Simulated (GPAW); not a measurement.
# MnS (Fm-3m) in GPAW: reference runs

How does MnS come out in PBEsol? The cell is run as given.

All numbers are computed with GPAW 26.7.0; they aren't measurements. Logs are shortened: lines on timing, memory, paths and dates and some standing lists are left out, and cuts for length are marked. The log counts tension as positive stress, the text compression.

## 1. Starting point

Symmetry: Fm-3m, No. 225, cubic system. The conventional cell has a = 5.209 Å, b = 5.209 Å, c = 5.209 Å, α = 90.00°, β = 90.00°, γ = 90.00°. Mn (site symmetry m-3m) has 6 S at 2.60 Å as nearest neighbours. S (site symmetry m-3m) is surrounded by 6 Mn at 2.60 Å.

## 2. Single point, PBEsol, collinear spin, ferromagnetic start

run.py

```python
from ase import Atoms
from ase.dft.bandgap import bandgap
from ase.io import write
from ase.units import GPa
from gpaw import GPAW, PW, setup_paths

setup_paths.insert(0, '.')

atoms = Atoms(['Mn', 'S'],
              cell=[[0.0, 2.6045, 2.6045],
                    [2.6045, 0.0, 2.6045],
                    [2.6045, 2.6045, 0.0]],
              scaled_positions=[[0.0, 0.0, 0.0],
                                [0.5, 0.5, 0.5]],
              pbc=True)
atoms.set_initial_magnetic_moments([4.0, 0.0])

calc = GPAW(mode=PW(600),
            xc='PBEsol',
            kpts={'size': (9, 9, 9), 'gamma': True},
            occupations={'name': 'fermi-dirac', 'width': 0.05},
            nbands=21,
            convergence={'density': 1e-05, 'energy': 1e-05},
            maxiter=150,
            txt='gpaw.txt')
atoms.calc = calc
energy = atoms.get_potential_energy()
forces = atoms.get_forces()
stress = atoms.get_stress()
calc.write('gs.gpw')
write('result.traj', atoms)
print(f'Energy: {energy:.6f} eV')
print('Forces (eV/A):')
print(forces.round(4))
print('Stress (GPa):', (stress / GPa).round(3))
print('Moments:', calc.get_magnetic_moments().round(3))
print('Fermi level:', round(calc.get_fermi_level(), 4), 'eV')
print(f'Gap: {bandgap(calc)[0]:.4f} eV, direct: {bandgap(calc, direct=True)[0]:.4f} eV')
```

Potentials or basis: PAW data sets generated in the run's folder for this functional, pw.

Started as:

```sh
$ gpaw-setup -f PBEsol Mn S
$ OMP_NUM_THREADS=1 python run.py
```

gpaw.txt:

```text
__  _  _
 | _ |_)|_||  |
 |__||  | ||/\| - 26.7.0

Input parameters:
  mode=PW(ecut=600.0),
  convergence={'density': 1e-05, 'energy': 1e-05},
  kpts=MonkhorstPack(size=(9, 9, 9), gamma=True),
  maxiter=150,
  nbands=21,
  occupations=Occupations(name='fermi-dirac', width=0.05),
  xc=XC(name='PBEsol')

Diagonalizing LCAO Hamiltonian
Converting LCAO to pw mode

               S

       Mn

Atoms  # Å, Bohr magnetons
|   | symbol |        x |        y |        z |    initial magnetic moments |
|---|--------|----------|----------|----------|-----------------------------|
| 0 |     Mn | 0.000000 | 0.000000 | 0.000000 | ( 0.0000,  0.0000,  4.0000) |
| 1 |      S | 2.604500 | 2.604500 | 2.604500 | ( 0.0000,  0.0000,  0.0000) |

Unit cell  # Å
| periodic |        x |        y |        z |  lengths |    angles |
|----------|----------|----------|----------|----------|-----------|
|      yes | 0.000000 | 2.604500 | 2.604500 | 3.683319 | 60.000000 |
|      yes | 2.604500 | 0.000000 | 2.604500 | 3.683319 | 60.000000 |
|      yes | 2.604500 | 2.604500 | 0.000000 | 3.683319 | 60.000000 |

Number of symmetries: 48
Symmetry operations  # r_c * U_cc + t_c -> r_c
|    | kind |            matrix            |
|----|------|------------------------------|
|  0 |  σ   |  1, 0, 0,  1, 0,-1,  1,-1, 0 |
|  1 |  C2  |  1, 0, 0,  1,-1, 0,  1, 0,-1 |
|  2 |  E   |  1, 0, 0,  0, 1, 0,  0, 0, 1 |
|  3 |  σ   |  1, 0, 0,  0, 0, 1,  0, 1, 0 |
|  4 |  C4  |  1, 0,-1,  1, 0, 0,  1,-1, 0 |
|  5 |  S6  |  1, 0,-1,  1,-1, 0,  1, 0, 0 |
|  6 |  σ   |  1, 0,-1,  0, 1,-1,  0, 0,-1 |
|  7 |  C3  |  1, 0,-1,  0, 0,-1,  0, 1,-1 |
|  8 |  S6  |  1,-1, 0,  1, 0, 0,  1, 0,-1 |
|  9 |  C4  |  1,-1, 0,  1, 0,-1,  1, 0, 0 |
| 10 |  C3  |  1,-1, 0,  0,-1, 1,  0,-1, 0 |
| 11 |  σ   |  1,-1, 0,  0,-1, 0,  0,-1, 1 |
| 12 |  σ   |  0, 1, 0,  1, 0, 0,  0, 0, 1 |
| 13 |  C4  |  0, 1, 0,  0, 1,-1, -1, 1, 0 |
| 14 |  C3  |  0, 1, 0,  0, 0, 1,  1, 0, 0 |
| 15 |  S6  |  0, 1, 0, -1, 1, 0,  0, 1,-1 |
| 16 |  C2  |  0, 1,-1,  1, 0,-1,  0, 0,-1 |
| 17 |  σ   |  0, 1,-1,  0, 1, 0, -1, 1, 0 |
| 18 |  S4  |  0, 1,-1,  0, 0,-1,  1, 0,-1 |
| 19 |  C4  |  0, 1,-1, -1, 1, 0,  0, 1, 0 |
| 20 |  C3  |  0, 0, 1,  1, 0, 0,  0, 1, 0 |
| 21 |  σ   |  0, 0, 1,  0, 1, 0,  1, 0, 0 |
| 22 |  S6  |  0, 0, 1,  0,-1, 1, -1, 0, 1 |
| 23 |  C4  |  0, 0, 1, -1, 0, 1,  0,-1, 1 |
| 24 |  S4  |  0, 0,-1,  1, 0,-1,  0, 1,-1 |
| 25 |  C3  |  0, 0,-1,  0, 1,-1,  1, 0,-1 |
| 26 |  C2  |  0, 0,-1,  0,-1, 0, -1, 0, 0 |
| 27 |  S6  |  0, 0,-1, -1, 0, 0,  0,-1, 0 |
| 28 |  S4  |  0,-1, 1,  1,-1, 0,  0,-1, 0 |
| 29 |  C4  |  0,-1, 1,  0, 0, 1, -1, 0, 1 |
| 30 |  C2  |  0,-1, 1,  0,-1, 0,  1,-1, 0 |
| 31 |  σ   |  0,-1, 1, -1, 0, 1,  0, 0, 1 |
| 32 |  C3  |  0,-1, 0,  1,-1, 0,  0,-1, 1 |
| 33 |  S6  |  0,-1, 0,  0, 0,-1, -1, 0, 0 |
| 34 |  S4  |  0,-1, 0,  0,-1, 1,  1,-1, 0 |
| 35 |  C2  |  0,-1, 0, -1, 0, 0,  0, 0,-1 |
| 36 |  C2  | -1, 1, 0,  0, 1, 0,  0, 1,-1 |
| 37 |  S6  | -1, 1, 0,  0, 1,-1,  0, 1, 0 |
| 38 |  S4  | -1, 1, 0, -1, 0, 1, -1, 0, 0 |
| 39 |  C3  | -1, 1, 0, -1, 0, 0, -1, 0, 1 |
| 40 |  S6  | -1, 0, 1,  0, 0, 1,  0,-1, 1 |
| 41 |  C2  | -1, 0, 1,  0,-1, 1,  0, 0, 1 |
| 42 |  C3  | -1, 0, 1, -1, 1, 0, -1, 0, 0 |
| 43 |  S4  | -1, 0, 1, -1, 0, 0, -1, 1, 0 |
| 44 |  C2  | -1, 0, 0,  0, 0,-1,  0,-1, 0 |
| 45 |  i   | -1, 0, 0,  0,-1, 0,  0, 0,-1 |
| 46 |  σ   | -1, 0, 0, -1, 1, 0, -1, 0, 1 |
| 47 |  C2  | -1, 0, 0, -1, 0, 1, -1, 1, 0 |

BZ-sampling:
  Number of BZ points: 729
  Number of IBZ points: 35

  Monkhorst-Pack size: [9, 9, 9]
  Monkhorst-Pack shift: [0, 0, 0]

K-points  # in reciprocal-cell coordinates
|     |                                coordinates |     weight |
|-----|--------------------------------------------|------------|
|   0 | (  0.00000000,   0.00000000,   0.00000000) | 0.00137174 |
|   1 | (  0.11111111,   0.11111111,   0.00000000) | 0.00823045 |
|   2 | (  0.11111111,   0.11111111,   0.11111111) | 0.01097394 |
|   3 | (  0.22222222,   0.11111111,   0.11111111) | 0.01646091 |
|   4 | (  0.22222222,   0.22222222,   0.00000000) | 0.00823045 |
|   5 | (  0.22222222,   0.22222222,   0.11111111) | 0.03292181 |
|   6 | (  0.22222222,   0.22222222,   0.22222222) | 0.01097394 |
|   7 | (  0.33333333,   0.22222222,   0.11111111) | 0.03292181 |
|   8 | (  0.33333333,   0.22222222,   0.22222222) | 0.03292181 |
|   9 | (  0.33333333,   0.33333333,  -0.33333333) | 0.01646091 |
| ... |                                            |            |
|  34 | (  0.44444444,   0.44444444,   0.44444444) | 0.01097394 |

Plane wave coefficients: 1243
Cutoff: 600.0 eV

Spin-components: 2 (collinear spins)
Bands:           21
Projectors:      11
Spin-degeneracy: 1
Datatype:        complex128

Parallelization:
  kpt:    1
  domain: 1
  band:   1

Density:
  Valence electrons: 21.0
  Components: 2
  Grid points: [21 21 21]
  Charge: 0.0  # |e|

Potential:
  Grid points: [21 21 21]

species:
  Mn:
    name:    Manganese
    Z:       25.0
    valence: 15
    core:    10
    charge:  0.0  # [|e|]
    compensation charges:
      type: gauss
      rc: 0.38  # [Å]
      lmax: 2
    cutoffs:
      filter: 2.14  # [Å]
      core: 0.86  # [Å]
    projectors
    | kind |    occ | energy [eV] | rcut [Å] |
    |------|--------|-------------|----------|
    |   3s |  2.000 |     -85.624 |    1.275 |
    |   4s |  2.000 |      -5.124 |    1.275 |
    |   3p |  6.000 |     -54.486 |    1.281 |
    |   4p |  0.000 |      -1.348 |    1.281 |
    |   3d |  5.000 |      -6.794 |    1.138 |
    |    d |        |      20.417 |    1.138 |

    Using partial waves for Mn as LCAO basis

  S:
    name:    Sulfur
    Z:       16.0
    valence: 6
    core:    10
    charge:  0.0  # [|e|]
    compensation charges:
      type: gauss
      rc: 0.24  # [Å]
      lmax: 2
    cutoffs:
      filter: 1.77  # [Å]
      core: 1.66  # [Å]
    projectors
    | kind |    occ | energy [eV] | rcut [Å] |
    |------|--------|-------------|----------|
    |   3s |  2.000 |     -17.192 |    0.974 |
    |   3p |  4.000 |      -6.978 |    0.979 |
    |    s |        |      10.020 |    0.974 |
    |    p |        |      20.234 |    0.979 |
    |    d |        |       0.000 |    0.900 |

    Using partial waves for S as LCAO basis

Reference energy: -42323.512009  # eV

eigensolver:
[... 26 lines left out ...]
convergence criteria:
- Maximum integral of absolute [dens]ity change: 1e-05 electrons / valence electron
- Maximum [total energy] change in last 3 cyles: 1e-05 eV / valence electron
- Maximum integral of absolute [eigenst]ate change: 4e-08 eV^2 / valence electron
maximum number of iterations: 150

SCF iterations
|iter     | |      energy | eigst |  dens |  magmom |
|---------|-|-------------|-------|-------|---------|
|iter:   1| |  -15.428879 | +0.03 |       |  +4.0037|
|iter:   2| |  -15.423912 | -2.02 | -1.17 |  +4.0288|
|iter:   3| |  -15.461032 | -2.59 | -1.19 |  +4.3979|
|iter:   4| |  -15.460768 | -2.65 | -1.65 |  +4.5001|
|iter:   5| |  -15.448796 | -3.24 | -1.80 |  +4.5560|
|iter:   6| |  -15.450914 | -4.30 | -2.24 |  +4.6499|
|iter:   7| |  -15.450944 | -6.21 | -2.94 |  +4.6545|
|iter:   8| |  -15.450951c| -6.40 | -3.40 |  +4.6598|
|iter:   9| |  -15.450951c| -7.52c| -4.57 |  +4.6597|
|iter:  10| |  -15.450951c| -8.03c| -4.99 |  +4.6596|
|iter:  11| |  -15.450951c| -8.64c| -5.77c|  +4.6596|

Converged in 11 steps
Energy contributions relative to reference atoms: (reference = -42323.512009)

Energy contributions:
  Kinetic:          11.937506
  Coulomb:         -10.189662
  Zero:              0.206618
  External:          0.000000
  Xc:              -17.401814
  Entropy:          -0.007198
  Spinorbit:         0.000000
  ----------------------------
  Free energy:     -15.454550
  Extrapolated:    -15.450951

dipole moment: (-11.506119, -11.506119, -11.506119)  # |e|*Ang

Total magnetic moment: (0.000000, 0.000000, 4.659626)

Local magnetic moments
|        x |        y |        z |
|----------|----------|----------|
| 0.000000 | 0.000000 | 4.120471 |  # Mn   0
| 0.000000 | 0.000000 | 0.098570 |  # S    1

Fermi level: 6.948
Eigenvalues  # (at kpt = [0.000, 0.000, 0.000])
| band index |      eig [eV] | occ [0-1] |      eig [eV] | occ [0-1] |
|------------|---------------|-----------|---------------|-----------|
|          0 |       -74.588 |     1.000 |       -70.051 |     1.000 |
|        ... |               |           |               |           |
|          3 |       -43.505 |     1.000 |       -39.055 |     1.000 |
|          4 |        -7.687 |     1.000 |        -7.368 |     1.000 |
|          5 |         3.600 |     1.000 |         5.266 |     1.000 |
|          6 |         3.600 |     1.000 |         5.266 |     1.000 |
|          7 |         3.600 |     1.000 |         5.266 |     1.000 |
|          8 |         3.700 |     1.000 |         7.197 |     0.007 |
|          9 |         3.700 |     1.000 |         7.197 |     0.007 |
|         10 |         5.028 |     1.000 |         7.197 |     0.007 |
|         11 |         5.028 |     1.000 |         7.278 |     0.001 |
|         12 |         5.028 |     1.000 |         7.278 |     0.001 |
|         13 |         8.502 |     0.000 |         9.514 |     0.000 |
|         14 |        15.422 |     0.000 |        16.541 |     0.000 |
|         15 |        15.422 |     0.000 |        16.541 |     0.000 |
|         16 |        15.422 |     0.000 |        16.541 |     0.000 |
|         17 |        17.327 |     0.000 |        17.579 |     0.000 |
|        ... |               |           |               |           |
|         20 |        18.942 |     0.000 |        20.600 |     0.000 |

No gap
No difference between direct/indirect transitions

Forces  # eV/Ang
|        x |       y |        z |
|----------|---------|----------|
| -0.00000 | 0.00000 | -0.00000 |  # Mn   0
| -0.00000 | 0.00000 | -0.00000 |  # S    1

Stress tensor  # eV/Ang^3
|         x |         y |         z |
|-----------|-----------|-----------|
|  0.044951 | -0.000000 | -0.000000 |
| -0.000000 |  0.044951 |  0.000000 |
| -0.000000 |  0.000000 |  0.044951 |

# Writing to gs.gpw (mode='')
```

Wall time 45 s (1 thread of Arm Neoverse V1, shared host); peak memory 0.21 GiB.

What came out:

```yaml
Free_energy: -15.4545 eV
Pressure: -7.2 GPa
Band_gap_on_the_k_mesh: none (metal or under the smearing width)
Net_moment: 4.66 μB per cell
Site_moments: Mn +4.12; S +0.10 μB
```

Caveat: a cell with one magnetic atom can't hold antiferromagnetic order, which such compounds often take; semilocal functionals often make such compounds metallic where correlation or magnetic order opens a gap, which also shifts bond lengths. With open d or f shells a metallic result of PBEsol can be an artefact of self-interaction; +U or a hybrid may open a gap.
